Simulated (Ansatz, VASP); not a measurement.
# One calculation of Na, two programs

```
CELL_PARAMETERS angstrom
-2.11206 2.11206 2.11206
2.11206 -2.11206 2.11206
2.11206 2.11206 -2.11206
ATOMIC_POSITIONS crystal
Na 0.00000 0.00000 0.00000
```

Change from the starting cell: volume scaled by 0.96.

Alike in both runs: task single point; functional PBE; k mesh 9 × 9 × 9; occupations fermi-dirac, width 0.05 eV; no spin polarisation.

|  | VASP | Ansatz |
| --- | --- | --- |
| version | VASP 6.6.1 | Ansatz 0.2.0 |
| potentials or method | VASP PAW PBE potentials, release 64 (Na_pv), cutoff 520 eV | all-electron LAPW, scalar-relativistic |

```csv
,VASP,Ansatz,Ansatz less VASP
gap on the k mesh at the Fermi level (eV),none,none,-
pressure (GPa),-0.2,-0.1,+0.03
```

A gap of «none» marks a metal or a gap that the smearing closes. Ansatz ran all-electron here, so the differences hold the error of VASP's frozen core and of both bases.
